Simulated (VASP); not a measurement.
Here is the system:

```yaml
crystal:
  lattice:
    - [0.00000, 2.88305, 2.88305]
    - [2.88305, 0.00000, 2.88305]
    - [2.88305, 2.88305, 0.00000]
  atoms:
    - { symbol: Sr, position: [0.00000, 0.00000, 0.00000] }
    - { symbol: F, position: [0.25000, 0.25000, 0.25000] }
    - { symbol: F, position: [0.75000, 0.75000, 0.75000] }
```

Calculation: PBEsol GGA, VASP's PBE PAW potentials (set 64) (plane waves; VASP). Numerical set-up: 520 eV cut-off, 9×9×9 Γ-centred mesh, Gaussian smearing of 0.010 eV, potentials Sr_sv F.

**Question.** Predict the energy per atom (σ→0).

**Answer.** 
| Property | Result |
|---|---|
| energy per atom (σ→0) | -5.866 eV/atom |

Total energies compare only between runs with the same potentials, cut-off and functional.

The compound is SrF2 in the fluorite structure. It was relaxed first.
